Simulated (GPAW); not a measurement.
Here is a GPAW 26.7.0 calculation.

The input run.py:

```python
from ase import Atoms
from ase.filters import FrechetCellFilter
from ase.io import write
from ase.optimize import BFGS
from ase.units import GPa
from gpaw import GPAW, PW, setup_paths

setup_paths.insert(0, '.')

atoms = Atoms(['As'],
              cell=[[2.7036817444, 0.0, 0.0],
                    [0.0, 2.7036817444, 0.0],
                    [0.0, 0.0, 2.7036817444]],
              scaled_positions=[[0.5, 0.5, 0.5]],
              pbc=True)

calc = GPAW(mode=PW(600),
            xc='PBEsol',
            kpts={'size': (10, 10, 10), 'gamma': True},
            occupations={'name': 'fermi-dirac', 'width': 0.05},
            nbands=9,
            convergence={'density': 1e-05, 'forces': 0.0001},
            maxiter=150,
            txt='gpaw.txt')
atoms.calc = calc
opt = BFGS(FrechetCellFilter(atoms, scalar_pressure=30 * GPa), trajectory='relax.traj', logfile='-')
done = opt.run(fmax=0.02, steps=60)
calc.write('gs.gpw')
write('result.traj', atoms)
print('Converged:', done)
print('Cell:', atoms.cell.cellpar().round(4))
print('Volume:', round(atoms.get_volume(), 4))
print(atoms.get_scaled_positions().round(5))
```

Potentials or basis: PAW data sets generated in the run's folder for this functional, pw.

Launch:

```sh
$ gpaw-setup -f PBEsol As
$ OMP_NUM_THREADS=1 python run.py
```

(1) Predict the relaxed cell.

(2) What does it give for the band gap on the k mesh?

(3) Estimate the space group after relaxing (to 0.05 Å).

Answers

(1) a = 2.508 Å, b = 2.508 Å, c = 2.508 Å, α = 90.00°, β = 90.00°, γ = 90.00°.

(2) none (metal or under the smearing width).

(3) Pm-3m (No. 221).

Caveat: later steps reuse the first step's grids.
